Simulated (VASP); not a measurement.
Input of a VASP 6.6.1 run:

The input run.py:

```python
from ase.calculators.vasp import Vasp
from ase.dft.bandgap import bandgap
from ase.io import read

atoms = read('POSCAR')
calc = Vasp(
    directory='calc',
    xc='rpbe',
    pp='PBE',
    setups={'base': 'minimal', 'N': '_h'},
    prec='Accurate',
    encut=900,
    ediff=1e-06,
    ismear=0,
    sigma=0.05,
    lreal=False,
    lasph=True,
    nelm=60,
    algo='Fast',
    isif=2,
    lwave=False,
    lcharg=False,
    kpts=[7, 7, 5],
    gamma=True,
)
atoms.calc = calc

print('energy (eV):', atoms.get_potential_energy())
print('free energy (eV):', atoms.get_potential_energy(force_consistent=True))
print('forces (eV/A):')
print(atoms.get_forces())
print('stress (eV/A^3, Voigt):', atoms.get_stress())
print('Fermi level (eV):', calc.get_fermi_level())
gap, top, bottom = bandgap(calc)
print('band gap (eV):', gap, 'from (spin, k, band)', top, 'to', bottom)
```

The input POSCAR:

```
N
1.0
    4.0840619700      0.0000000000      0.0000000000
    0.0000000000      4.0840619700      0.0000000000
    0.0000000000      0.0000000000      5.3459132500
N
4
Direct
    0.4042752000      0.5957248000      0.5000000000
    0.0957248000      0.0957248000      0.0000000000
    0.5957248000      0.4042752000      0.5000000000
    0.9042752000      0.9042752000      0.0000000000
```

Potentials or basis: VASP PAW PBE potentials, release 64 (N_h).

Run with:

```sh
$ python run.py
```

Estimate the pressure.

0.9 GPa.

Predict the band gap on the k mesh.

7.04 eV, indirect (least direct gap 7.22 eV).

What does it give for the largest force?

0.070 eV/Å.

Stress tensor (GPa, compression positive):
```
0.85 0.00 0.00
0.00 0.85 0.00
0.00 0.00 0.99
```

Caveat: the cutoff is under 1.25 times the usual one of these potentials, so pressure, stress and relaxed cells hold a basis-set (Pulay) error; the PAW data sets were made with another functional, which shifts forces and pressure a little; an odd mesh through Γ misses points on the zone boundary, where band edges often lie.
